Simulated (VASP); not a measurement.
Crystal: InP.

```xyz
2
Lattice="0.0000 2.9305 2.9305 2.9305 0.0000 2.9305 2.9305 2.9305 0.0000" Properties=species:S:1:pos:R:3 pbc="T T T"
In    0.0000    0.0000    0.0000
P     4.3957    4.3957    4.3957
```

Base run:

- Program: VASP 6.6.1
- Functional: PBE
- Potentials or basis: VASP PAW PBE potentials, release 54 (In, P)
- Cutoff: 900 eV
- k mesh: 8 × 8 × 8
- Occupations: fermi-dirac, width 0.05 eV
- Spin: no spin polarisation

Its results: band gap on the k mesh 0.77 eV, direct.

**Question.** The run is repeated on the same cell with these changes: potentials or basis from VASP PAW PBE potentials, release 54 (In, P) to VASP PAW PBE potentials, release 54 (In_d, P); further incar settings from ALGO = Normal; EDIFF = 1e-06; NBANDS = 11 to ALGO = Normal; EDIFF = 1e-06; NBANDS = 16; valence electrons from 8 to 18. What comes out?

**Answer.** Band gap on the k mesh 0.71 eV, direct.

Caveats: spin-orbit coupling is left out, which moves the levels of the heavy elements.
